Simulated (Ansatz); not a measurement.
BN (rocksalt), relaxed with r2SCAN: space group Fm-3m (No. 225), cubic; a = 3.492 Å in the conventional setting, 5.32 Å³ an atom. B is surrounded by 6 N at 1.75 Å; N is surrounded by 6 B at 1.75 Å. One-shot G0W0@PBE in the plane-wave code Ansatz on an 8×8×8 mesh (contour deformation, no spin-orbit coupling), from a PBE gap of 1.337 eV over the mesh points (the G0W0 gap is indirect on the mesh); the number N of bands summed and the screening cutoff rise together. No spin polarisation. The prototype was imposed, so other structures may be more stable.

| N | cutoff (eV) | 1000/N | G0W0 gap (eV) |
| --- | --- | --- | --- |
| 28 | 100 | 35.714 | 1.781 |
| 62 | 180 | 16.129 | 1.923 |

**Question.** Lay a straight line in 1000/N through these rows.

**Answer.** The slope is -0.0073 eV per unit of 1000/N and the intercept 2.040 eV.

**Question.** Predict the gap at N = 117 (260 eV).

**Answer.** 2.040 + (-0.0073) × 8.547 = 1.978 eV; the run gives 1.998 eV, +0.020 eV from the line.

**Question.** With that run's result added, what limit do the last two rows suggest?

**Answer.** Their slope is (1.998 − 1.923)/(8.547 − 16.129) = -0.0099, which meets 1/N = 0 at 2.08 eV, against 2.040 eV from the first line. The slope steepens, so 1/N isn't yet asymptotic and the true limit probably lies higher still; the k mesh isn't extrapolated.
